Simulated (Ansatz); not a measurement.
# HgSe (F-43m) in Ansatz: notebook

The runs below take HgSe through electrostatic potential, with RPBE+D3(BJ)-ATM.

All numbers are computed with Ansatz 0.2.0; they aren't measurements. Logs are shortened: lines on timing, memory, paths and dates and some standing lists are left out, and cuts for length are marked.

## (1) The undisturbed crystal

Symmetry: F-43m, No. 216, cubic system. Conventional cell: a = 6.078 Å, b = 6.078 Å, c = 6.078 Å, α = 90.00°, β = 90.00°, γ = 90.00°. Hg (site symmetry -43m) is surrounded by 4 Se at 2.63 Å. Around Se (site symmetry -43m) lie 4 Hg at 2.63 Å.

## (2) Electrostatic potential, RPBE+D3(BJ)-ATM (volume scaled by 1.15)

input.yaml reads:

```yaml
crystal:
  lattice: { a: 6.3678571, b: 6.3678571, c: 6.3678571, alpha: 90.0, beta: 90.0, gamma: 90.0 }
  space_group: 216
  reduce_to_primitive: true
  atoms:
    - { symbol: Hg, wyckoff: "4a", position: [0.0, 0.0, 0.0] }
    - { symbol: Se, wyckoff: "4c", position: [0.25, 0.25, 0.25] }
hamiltonian:
  xc: rpbe
  pseudopotentials: { kind: nc, accuracy: standard }
  dispersion: d3bjatm
kpoints:
  mp_grid: { grid: [8, 8, 8] }
scf:
  occupations: { method: methfessel_paxton, width: 0.1 }
output:
  forces: true
  stress: true
  eigenvalues: true
  write_density: true
  write_potential: true
  elf: true
  volumetric_format: npy
```

Potentials or basis: PseudoDojo standard (PBE files).

Command:

```bash
$ ansatz run input.yaml --threads 1 --pin off --max-ram 2560MiB --backend cpu --events-out ev --progress --plain --runs-dir out
```

Log:

```text
Warning: RAYON_NUM_THREADS=1 ignored (pool sized by the plan → 1); use --threads N
crystal.space_group: 216 is read as F-43m: the typed cell holds Hg4Se4 (Hg 4a, Se 4c). Least distances (Å): Hg–Hg 4.503, Hg–Se 2.757, Se–Se 4.503
crystal.space_group generates its sites in this order, which a site index counts, at these fractional coordinates of the primitive cell where crystal.reduce_to_primitive is true, and else of the cell that is read (crystal.supercell repeats the list replica by replica, and crystal.defects acts on that): 0: Hg [0.000000, 0.000000, 0.000000]; 1: Se [0.250000, 0.250000, 0.250000];
Engine: ansatz 0.2.0, x86_64-unknown-linux-gnu
Pseudopotentials: kind: nc
Pseudopotential: Hg, nc, valence charge 20, recommended cutoff 897.975746 eV (normal), Hg.nc.azcp (PseudoDojo's, or run here from an input of PseudoDojo's; its table is named by hamiltonian.pseudopotentials.accuracy)
Pseudopotential: Se, nc, valence charge 16, recommended cutoff 1170.089609 eV (normal), Se.nc.azcp (PseudoDojo's, or run here from an input of PseudoDojo's; its table is named by hamiltonian.pseudopotentials.accuracy)
Functional definition: RPBE
  parameter kappa = 0.804
  parameter beta = 0.06672455060314922
  exchange = rpbe_x(kappa = kappa, mu = beta*pi^2/3)
  correlation = pbe_c(beta = beta)
Crystal: 2 atoms, lattice volume = 64.554 Å³
Basis set: ecut = 1170.089609 eV, 5961 PW (Γ), exchange–correlation on 108×108×108 points (8 copies of the dense FFT grid, shifted against one another)
Bands: 22, of which v1, the nominal top of the filled ones, is band 18 counted from 1 (17 counted from 0)
Symmetry: 24 space group operations
Space group: F-43m (ITA 216), of the structure as read, at distance tolerance 4.0e-5 Å
k-points: 29 of 512 (time reversal used)
Non-local potential: Hg, projectors of the file, l = 0: 2, l = 1: 2, l = 2: 2, l = 3: 1
Non-local potential: Se, projectors of the file, l = 0: 2, l = 1: 2, l = 2: 2
Initial density: superposition of atomic densities (chi_scale 0.1, normalization cell, long waves kept (reshape's long-wave potential 0.00 eV rms))
Initial wavefunctions: pseudopotential atomic-orbital guess
Functional: x = rpbe, c = pbe(β = 0.06672455060314922)
SCF iter   1: F=—  HF=-7838.607767 eV  |F-HF|=—  |Δ(HF+E_count)|=         —  Δρ=3.79e-2  dr2=8.49e-1  ethr=3.10e-3  ⟨swp⟩=7.2  Hψ=3420  notcnv=0
preconditioner: auto → none  [insulator: Δε(μ)=0.122 eV  Ē_g=11.052 eV  σ=0.100 eV  W_gap=0.61  n_scr=14 (ndim 8)  ℏωp=19.6 eV  f_vac=0.225  D(μ)=0.10/eV (n_scr^D=0)  ε∞_Penn≈4.1]
SCF iter   2: F=—  HF=-7838.367203 eV  |F-HF|=—  |Δ(HF+E_count)|=   2.41e-1  S|Δr|=    0.00e0  Δρ=1.26e-2  dr2=1.48e-1  ethr=2.36e-3  ⟨swp⟩=4.0  Hψ=1705  notcnv=0
SCF iter   3: F=—  HF=-7838.328714 eV  |F-HF|=—  |Δ(HF+E_count)|=   3.85e-2  S|Δr|=    0.00e0  Δρ=6.93e-3  dr2=1.52e-2  ethr=4.11e-4  ⟨swp⟩=3.1  Hψ=1248  notcnv=0
SCF iter   4: F=—  HF=-7838.328421 eV  |F-HF|=—  |Δ(HF+E_count)|=   2.93e-4  S|Δr|=    0.00e0  Δρ=1.24e-3  dr2=3.28e-4  ethr=4.22e-5  ⟨swp⟩=2.9  Hψ=1246  notcnv=0
SCF iter   5: F=—  HF=-7838.328566 eV  |F-HF|=—  |Δ(HF+E_count)|=   1.45e-4  S|Δr|=    0.00e0  Δρ=1.54e-4  dr2=7.94e-6  ethr=9.11e-7  ⟨swp⟩=2.8  Hψ=1030  notcnv=0
SCF iter   6: F=—  HF=-7838.328465 eV  |F-HF|=—  |Δ(HF+E_count)|=   1.01e-4  S|Δr|=    0.00e0  Δρ=3.67e-5  dr2=5.05e-7  ethr=2.21e-8  ⟨swp⟩=2.7  Hψ=1326  notcnv=0
SCF iter   7: F=-7838.328466 eV  HF=-7838.328466 eV  |F-HF|=4.49e-8  |Δ(HF+E_count)|=   5.17e-7  S|Δr|=    0.00e0  Δρ=8.24e-6  dr2=4.01e-8  ethr=2.78e-10  ⟨swp⟩=15.4  Hψ=6186  notcnv=0
SCF 1 converged in 7 iterations: F = -7838.328466 eV  dr2 = 4.01e-8
SCF converged after 7 iterations
Stability not checked: this state was not tested for a lower state beside it, because cold or Methfessel-Paxton smearing, or corrected tetrahedra, fill the levels in a way that the test cannot read (fill_not_monotonic; see scf.lower_state_search)
Free energy (F): -7838.328466 eV
Harris-Foulkes:  -7838.328466 eV  (|F-HF|=4.49e-8)
Internal energy: -7838.328847 eV  (E = F + TS)
E sigma→0 (E₀):  -7838.328561 eV
Entropy (-TS):   0.000381 eV (0.191 meV/atom)
Fermi energy:    7.077827 eV
Step filling:    the computed levels leave a gap of 0.0000 eV = 0.0 smearing widths at the electron count; against every level under it full and every level over it empty, smearing changes F+E_penalty+E_count by -8.20e-3 meV and its σ→0 estimate by -0.103 meV
--- Per-component energies (eV) ---
  E_band       = -920.073495
  E_kinetic    = 3433.684619
  E_local      = -7131.006718  (includes V_loc(G=0)·N_el)
  E_nonlocal   = -1281.507456
  E_hartree    = 2535.798291
  E_xc         = -1412.070738
  E_vxc        = -1012.824148  (∫ρ·V_xc dr)
  E_ewald      = -3980.918067
  E_disp       = -2.308777  (pairwise vdW)
  E_smearing   = 0.000381  (= −TS)
  E_closure    = -0.000000  (closes the sum)
  Σ components = -7838.328466   (vs F -7838.328466, Δ=0.00e0)
--- Forces (eV/Å), atoms counted from 1 ---
  atom   1  Hg    -0.00000000    -0.00000000     0.00000000
  atom   2  Se     0.00000000     0.00000000    -0.00000000
  max |Σ_I F_I| component: 1.53e-16 eV/Å
--- Stress (GPa, compression-positive) ---
       -7.176053      -0.000000      -0.000000
       -0.000000      -7.176053       0.000000
       -0.000000       0.000000      -7.176053
  P = ⅓ Tr σ = -7.1761 GPa (-71.761 kbar)
--- Band table (eV; the first three rows and the last of 29) ---
  k-point 0: bands = ["-107.1614", "-55.5026", "-55.5026", "-55.5026", "-40.2374", "-40.2374", "-40.2374", "-40.2364", "-40.2364", "-5.4512", "0.6370", "0.6370", "0.6370", "1.1619", "1.1619", "6.0894", "7.0869", "7.0869", "7.0869", "12.7684", "12.7684", "12.7684"]
  k-point 1: bands = ["-107.1614", "-55.5027", "-55.5027", "-55.5027", "-40.2374", "-40.2374", "-40.2374", "-40.2364", "-40.2364", "-5.4036", "0.6592", "0.6592", "0.6715", "1.1608", "1.1608", "5.3273", "6.9692", "6.9692", "7.6450", "12.4617", "12.9452", "12.9452"]
  k-point 2: bands = ["-107.1614", "-55.5027", "-55.5027", "-55.5027", "-40.2374", "-40.2374", "-40.2374", "-40.2364", "-40.2364", "-5.2860", "0.7086", "0.7086", "0.8101", "1.1652", "1.1652", "4.1643", "6.7030", "6.7030", "8.1319", "12.5619", "13.2740", "13.2740"]
  k-point 28: bands = ["-107.1614", "-55.5028", "-55.5028", "-55.5027", "-40.2375", "-40.2374", "-40.2374", "-40.2364", "-40.2364", "-5.0004", "0.8723", "0.9175", "1.1253", "1.1374", "1.5788", "2.5591", "5.0578", "5.2012", "10.2916", "12.4603", "13.1515", "14.8683"]
```

Wall time 16 s (1 thread of Intel Xeon Platinum 8375C at 2.90GHz (Ice Lake), shared host); peak memory 0.49 GiB.

What came out:

```yaml
Free_energy: -7838.3285 eV
Pressure: -7.2 GPa
Band_gap_on_the_k_mesh: none (metal or under the smearing width)
```

Levels at points of the mesh, in eV from the Fermi level:
| k point | band 15 | band 16 | band 17 | band 18 | band 19 | band 20 | band 21 | band 22 |
| --- | --- | --- | --- | --- | --- | --- | --- | --- |
| (0.00, 0.00, 0.00) | -5.92 | -0.99 | 0.01 | 0.01 | 0.01 | 5.69 | 5.69 | 5.69 |
| (0.00, 0.00, -0.50) | -5.68 | -4.57 | -0.72 | -0.72 | 1.17 | 6.37 | 6.37 | 6.86 |
| (0.00, -0.50, -0.50) | -5.65 | -4.42 | -1.74 | -1.74 | 2.67 | 3.49 | 8.41 | 9.29 |

Caveat: the potentials were made for another functional, which shifts forces and pressure; pairwise dispersion overbinds metals, which lowers pressure and volume. The run has no spin-orbit coupling, so splittings on Hg are missing.

## (3) Electrostatic potential, RPBE+D3(BJ)-ATM (volume scaled by 1.15)

input.yaml reads:

```yaml
crystal:
  lattice:
    - [0.0, 3.1839285521, 3.1839285521]
    - [3.1839285521, 0.0, 3.1839285521]
    - [3.1839285521, 3.1839285521, 0.0]
  atoms:
    - { symbol: Hg, position: [0.0, 0.0, 0.0] }
    - { symbol: Se, position: [0.75, 0.75, 0.75] }
hamiltonian:
  xc: rpbe
  pseudopotentials: { kind: nc, accuracy: standard }
  dispersion: d3bjatm
kpoints:
  mp_grid: { grid: [8, 8, 8] }
scf:
  occupations: { method: methfessel_paxton, width: 0.1 }
output:
  forces: true
  stress: true
  eigenvalues: true
  write_density: true
  write_potential: true
  elf: true
  volumetric_format: npy
```

Potentials or basis: PseudoDojo standard (PBE files).

Command:

```bash
$ ansatz run input.yaml --threads 1 --pin off --max-ram 2560MiB --backend cpu --events-out ev --progress --plain --runs-dir out
```

Log:

```text
Warning: RAYON_NUM_THREADS=1 ignored (pool sized by the plan → 1); use --threads N
Engine: ansatz 0.2.0, x86_64-unknown-linux-gnu
Pseudopotentials: kind: nc
Pseudopotential: Hg, nc, valence charge 20, recommended cutoff 897.975746 eV (normal), Hg.nc.azcp (PseudoDojo's, or run here from an input of PseudoDojo's; its table is named by hamiltonian.pseudopotentials.accuracy)
Pseudopotential: Se, nc, valence charge 16, recommended cutoff 1170.089609 eV (normal), Se.nc.azcp (PseudoDojo's, or run here from an input of PseudoDojo's; its table is named by hamiltonian.pseudopotentials.accuracy)
Functional definition: RPBE
  parameter kappa = 0.804
  parameter beta = 0.06672455060314922
  exchange = rpbe_x(kappa = kappa, mu = beta*pi^2/3)
  correlation = pbe_c(beta = beta)
Crystal: 2 atoms, lattice volume = 64.554 Å³
Basis set: ecut = 1170.089609 eV, 5961 PW (Γ), exchange–correlation on 108×108×108 points (8 copies of the dense FFT grid, shifted against one another)
Bands: 22, of which v1, the nominal top of the filled ones, is band 18 counted from 1 (17 counted from 0)
Symmetry: 24 space group operations
Space group: F-43m (ITA 216), of the structure as read, at distance tolerance 4.0e-5 Å
k-points: 29 of 512 (time reversal used)
Non-local potential: Hg, projectors of the file, l = 0: 2, l = 1: 2, l = 2: 2, l = 3: 1
Non-local potential: Se, projectors of the file, l = 0: 2, l = 1: 2, l = 2: 2
Initial density: superposition of atomic densities (chi_scale 0.1, normalization cell, long waves kept (reshape's long-wave potential 0.00 eV rms))
Initial wavefunctions: pseudopotential atomic-orbital guess
Functional: x = rpbe, c = pbe(β = 0.06672455060314922)
SCF iter   1: F=—  HF=-7838.607761 eV  |F-HF|=—  |Δ(HF+E_count)|=         —  Δρ=3.79e-2  dr2=8.49e-1  ethr=3.10e-3  ⟨swp⟩=7.1  Hψ=3410  notcnv=0
preconditioner: auto → none  [insulator: Δε(μ)=0.122 eV  Ē_g=11.052 eV  σ=0.100 eV  W_gap=0.61  n_scr=14 (ndim 8)  ℏωp=19.6 eV  f_vac=0.225  D(μ)=0.10/eV (n_scr^D=0)  ε∞_Penn≈4.1]
SCF iter   2: F=—  HF=-7838.367203 eV  |F-HF|=—  |Δ(HF+E_count)|=   2.41e-1  S|Δr|=    0.00e0  Δρ=1.26e-2  dr2=1.48e-1  ethr=2.36e-3  ⟨swp⟩=4.0  Hψ=1705  notcnv=0
SCF iter   3: F=—  HF=-7838.328729 eV  |F-HF|=—  |Δ(HF+E_count)|=   3.85e-2  S|Δr|=    0.00e0  Δρ=6.93e-3  dr2=1.52e-2  ethr=4.11e-4  ⟨swp⟩=3.1  Hψ=1250  notcnv=0
SCF iter   4: F=—  HF=-7838.328421 eV  |F-HF|=—  |Δ(HF+E_count)|=   3.08e-4  S|Δr|=    0.00e0  Δρ=1.24e-3  dr2=3.28e-4  ethr=4.22e-5  ⟨swp⟩=2.9  Hψ=1246  notcnv=0
SCF iter   5: F=—  HF=-7838.328578 eV  |F-HF|=—  |Δ(HF+E_count)|=   1.57e-4  S|Δr|=    0.00e0  Δρ=1.55e-4  dr2=8.06e-6  ethr=9.10e-7  ⟨swp⟩=2.8  Hψ=1031  notcnv=0
SCF iter   6: F=—  HF=-7838.328465 eV  |F-HF|=—  |Δ(HF+E_count)|=   1.12e-4  S|Δr|=    0.00e0  Δρ=3.69e-5  dr2=5.11e-7  ethr=2.24e-8  ⟨swp⟩=2.6  Hψ=1289  notcnv=0
SCF iter   7: F=-7838.328466 eV  HF=-7838.328466 eV  |F-HF|=4.59e-8  |Δ(HF+E_count)|=   5.28e-7  S|Δr|=    0.00e0  Δρ=8.33e-6  dr2=3.96e-8  ethr=2.78e-10  ⟨swp⟩=15.4  Hψ=6203  notcnv=0
SCF 1 converged in 7 iterations: F = -7838.328466 eV  dr2 = 3.96e-8
SCF converged after 7 iterations
Stability not checked: this state was not tested for a lower state beside it, because cold or Methfessel-Paxton smearing, or corrected tetrahedra, fill the levels in a way that the test cannot read (fill_not_monotonic; see scf.lower_state_search)
Free energy (F): -7838.328466 eV
Harris-Foulkes:  -7838.328466 eV  (|F-HF|=4.59e-8)
Internal energy: -7838.328847 eV  (E = F + TS)
E sigma→0 (E₀):  -7838.328561 eV
Entropy (-TS):   0.000381 eV (0.191 meV/atom)
Fermi energy:    7.077829 eV
Step filling:    the computed levels leave a gap of 0.0000 eV = 0.0 smearing widths at the electron count; against every level under it full and every level over it empty, smearing changes F+E_penalty+E_count by -8.20e-3 meV and its σ→0 estimate by -0.103 meV
--- Per-component energies (eV) ---
  E_band       = -920.073358
  E_kinetic    = 3433.684514
  E_local      = -7131.006479  (includes V_loc(G=0)·N_el)
  E_nonlocal   = -1281.507451
  E_hartree    = 2535.798127
  E_xc         = -1412.070716
  E_vxc        = -1012.824122  (∫ρ·V_xc dr)
  E_ewald      = -3980.918065
  E_disp       = -2.308777  (pairwise vdW)
  E_smearing   = 0.000381  (= −TS)
  E_closure    = -0.000000  (closes the sum)
  Σ components = -7838.328466   (vs F -7838.328466, Δ=0.00e0)
--- Forces (eV/Å), atoms counted from 1 ---
  atom   1  Hg    -0.00000000     0.00000000     0.00000000
  atom   2  Se     0.00000000    -0.00000000     0.00000000
  max |Σ_I F_I| component: 1.11e-16 eV/Å
--- Stress (GPa, compression-positive) ---
       -7.176053       0.000000      -0.000000
        0.000000      -7.176053       0.000000
       -0.000000       0.000000      -7.176053
  P = ⅓ Tr σ = -7.1761 GPa (-71.761 kbar)
--- Band table (eV; the first three rows and the last of 29) ---
  k-point 0: bands = ["-107.1614", "-55.5026", "-55.5026", "-55.5026", "-40.2374", "-40.2374", "-40.2374", "-40.2364", "-40.2364", "-5.4512", "0.6370", "0.6370", "0.6370", "1.1619", "1.1619", "6.0894", "7.0869", "7.0869", "7.0869", "12.7684", "12.7684", "12.7684"]
  k-point 1: bands = ["-107.1614", "-55.5027", "-55.5026", "-55.5026", "-40.2374", "-40.2374", "-40.2374", "-40.2364", "-40.2364", "-5.4036", "0.6592", "0.6592", "0.6715", "1.1608", "1.1608", "5.3273", "6.9692", "6.9692", "7.6450", "12.4617", "12.9452", "12.9452"]
  k-point 2: bands = ["-107.1614", "-55.5027", "-55.5027", "-55.5027", "-40.2374", "-40.2374", "-40.2374", "-40.2364", "-40.2364", "-5.2860", "0.7086", "0.7086", "0.8101", "1.1652", "1.1652", "4.1643", "6.7030", "6.7030", "8.1319", "12.5619", "13.2740", "13.2740"]
  k-point 28: bands = ["-107.1614", "-55.5028", "-55.5028", "-55.5027", "-40.2375", "-40.2374", "-40.2374", "-40.2364", "-40.2364", "-5.0004", "0.8723", "0.9175", "1.1253", "1.1374", "1.5788", "2.5591", "5.0578", "5.2012", "10.2916", "12.4603", "13.1515", "14.8683"]
```

It took 17 s on 1 thread of Intel Xeon Platinum 8375C at 2.90GHz (Ice Lake), shared host; peak memory 0.46 GiB.

Results:

```
Free energy            : -7838.3285 eV
Pressure               : -7.2 GPa
Band gap on the k mesh : none (metal or under the smearing width)
```

Levels at points of the mesh, in eV from the Fermi level:
| k point | band 16 | band 17 | band 18 | band 19 | band 20 | band 21 |
| --- | --- | --- | --- | --- | --- | --- |
| (0.00, 0.00, 0.00) | -0.99 | 0.01 | 0.01 | 0.01 | 5.69 | 5.69 |
| (0.00, 0.00, -0.50) | -4.57 | -0.72 | -0.72 | 1.17 | 6.37 | 6.37 |
| (0.00, -0.50, -0.50) | -4.42 | -1.74 | -1.74 | 2.67 | 3.49 | 8.41 |

Caveat: the potentials were made for another functional, which shifts forces and pressure; pairwise dispersion overbinds metals, which lowers pressure and volume. The run has no spin-orbit coupling, so splittings on Hg are missing.
